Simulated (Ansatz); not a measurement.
## Pressure against volume: Se

Space group P3_221 (No. 154). a = 4.355 Å, b = 4.355 Å, c = 4.949 Å, α = 90.00°, β = 90.00°, γ = 120.00°
```csv
atom,site,symmetry,x,y,z
Se,3b,.2.,0.2170,0.0000,0.1667
```

The runs use the primitive cell with vectors (4.355, 0.000, 0.000), (-2.178, 3.772, 0.000), (0.000, 0.000, 4.949) Å, to which the k mesh refers.

The cell is COD entry 9008579, as deposited and not checked against the literature; nothing was relaxed.

Methods: DFT, LDA, all-electron LAPW, scalar-relativistic (Ansatz 0.2.0); DFT, LDA, PAW with Ansatz's default frozen-core files, scalar-relativistic (Ansatz 0.2.0).

For LAPW: a Γ-centred 8×8×6 k mesh, Fermi–Dirac smearing of 0.03 eV, basis error target 0.5 meV/atom, no spin polarisation. PAW takes a cutoff of 420 eV at this cell (files made with PBE, cores remade for this functional). The Ansatz runs share mesh, smearing and spin set-up. Plane-wave (PAW) pressures include the program's estimate of the Pulay term.

The cell above is scaled evenly, with fractional coordinates and shape held.

| V/V(cell) | V (Å³/atom) | P, LAPW (GPa) | P, PAW (GPa) | gap on the k mesh, LAPW (eV) |
| --- | --- | --- | --- | --- |
| 0.9400 | 25.474 | 5.80 | 5.79 | 1.10 |
| 0.9600 | 26.016 | 4.17 | 4.16 | 1.08 |
| 0.9800 | 26.558 | 2.70 | 2.69 | 1.06 |
| 0.9900 | 26.829 | 2.02 | 2.01 | 1.05 |
| 1.0000 | 27.100 | 1.38 | 1.37 | 1.04 |
| 1.0100 | 27.371 | 0.77 | 0.76 | 1.03 |
| 1.0200 | 27.642 | 0.19 | 0.18 | 1.02 |
| 1.0400 | 28.184 | -0.88 | -0.89 | 1.00 |
| 1.0600 | 28.726 | -1.85 | -1.85 | 0.98 |

Task: What do Birch–Murnaghan fits to the pressures give?

Result: LAPW: V0 = 27.73 Å³/atom, B0 = 57 GPa, B0′ = 4.4; PAW: V0 = 27.73 Å³/atom, B0 = 57 GPa, B0′ = 4.4.

PAW's V0 lies -0.01 % from the all-electron value and its B0 0.0 %. With shape and internal coordinates held, B0 is an upper bound to the relaxed modulus.
